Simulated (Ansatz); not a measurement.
# Lattice dynamics at Γ of K2S (Fm-3m)

Perturbation theory with PBEsol in Ansatz 0.2.0 on the PBEsol cell, ground state and force constants on a 6×6×6 mesh. Calculated for a static, non-magnetic cell.

Space group Fm-3m (No. 225), cubic; conventional cell a = 7.331 Å, 32.84 Å³ an atom. Around K lie 4 S at 3.17 Å; around S lie 8 K at 3.17 Å.

```cif
data_structure
_symmetry_space_group_name_H-M 'P 1'
_symmetry_Int_Tables_number 1
_cell_length_a 5.1840
_cell_length_b 5.1840
_cell_length_c 5.1840
_cell_angle_alpha 60.000
_cell_angle_beta 60.000
_cell_angle_gamma 60.000
_cell_volume 98.51
loop_
_atom_site_label
_atom_site_type_symbol
_atom_site_fract_x
_atom_site_fract_y
_atom_site_fract_z
_atom_site_occupancy
K1 K 0.25000 0.25000 0.25000 1
K2 K 0.75000 0.75000 0.75000 1
S1 S 0.00000 0.00000 0.00000 1
```

Optical modes without the longitudinal term:

| ω (cm⁻¹) | degeneracy | IR intensity, summed over the level ((D/Å)²/amu) |
| --- | --- | --- |
| 127 | 3 | 0.00 |
| 166 | 3 | 11.36 |

The zone-centre optical frequencies run from 127 to 166 cm⁻¹, none imaginary (the rest of the zone wasn't tested). With the long-range field the highest mode reaches 231 cm⁻¹. Of the real levels 1 is infrared active, the strongest at 166 cm⁻¹.

The clamped-ion dielectric constant comes out as 3.16 in all directions. With the ions relaxed, ε⁰ is 6.1 in all directions. Born charges, averaged over directions: K +0.97, S -1.93 e.

With one polar mode in a cubic crystal the Lyddane-Sachs-Teller relation applies: (ω_LO/ω_TO)² = (231.3/166.1)² = 1.941, and ε⁰/ε∞ = 6.133/3.160 = 1.941. The refractive index √ε∞ is 1.78.

For comparison, on the r2SCAN cell the mean ε∞ is 2.91 with r2SCAN (ground state on 6×6×6; least gap 2.75 eV), 3.10 with PBE (ground state on 6×6×6; least gap 2.38 eV).
